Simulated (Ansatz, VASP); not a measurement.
# Hg in VASP and in Ansatz

```
Hg
1.0
    -1.88369    1.88369    1.88369
     1.88369   -1.88369    1.88369
     1.88369    1.88369   -1.88369
Hg
1
Direct
  0.00000 0.00000 0.00000
```

Alike in both runs: task single point; functional r2SCAN; k mesh 16 × 16 × 16; occupations gaussian, width 0.05 eV; no spin polarisation.

|  | VASP | Ansatz |
| --- | --- | --- |
| version | VASP 6.6.1 | Ansatz 0.2.0 |
| potentials or method | VASP PAW PBE potentials, release 64 (Hg) | scalar-relativistic, plane waves, PAW |
| plane-wave cutoff (eV) | 520 | 500 |
| valence electrons in the cell | 12 | 20 |

|  | VASP | Ansatz | Ansatz less VASP |
| --- | --- | --- | --- |
| pressure (GPa) | 0.2 | 0.0 | -0.21 |

The two sets of potentials don't hold the same shells in valence.

Caveats: the PAW data sets were made with another functional, which shifts forces and pressure a little (VASP). Spin-orbit coupling is left out, which matters for the levels of Hg.
